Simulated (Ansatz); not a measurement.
The system is SnTe.

```
Te Sn
1.0
     0.00000    3.15085    3.15085
     3.15085    0.00000    3.15085
     3.15085    3.15085    0.00000
Te Sn
1 1
Direct
  0.50000 0.50000 0.50000
  0.00000 0.00000 0.00000
```

Base run:

```yaml
Program: Ansatz 0.2.0
Functional: PBE0
Potentials_or_basis: all-electron PAW datasets made for the crystal
Cutoff: 270 eV
Density_cutoff: 1080 eV
k_mesh: 6 × 6 × 6
Occupations: fermi-dirac, width 0.05 eV
Spin: no spin polarisation
```

Its results: band gap on the k mesh 0.61 eV, direct.

The run is repeated on the same cell with these changes: k mesh from 6 × 6 × 6 to 4 × 4 × 4. What comes out?

Band gap on the k mesh 0.68 eV, direct.

Caveats: some runs use coarse meshes; spin-orbit coupling is left out, which moves the levels of the heavy elements.

A k mesh can miss the band edges.

Not every run made on this cell is shown here.
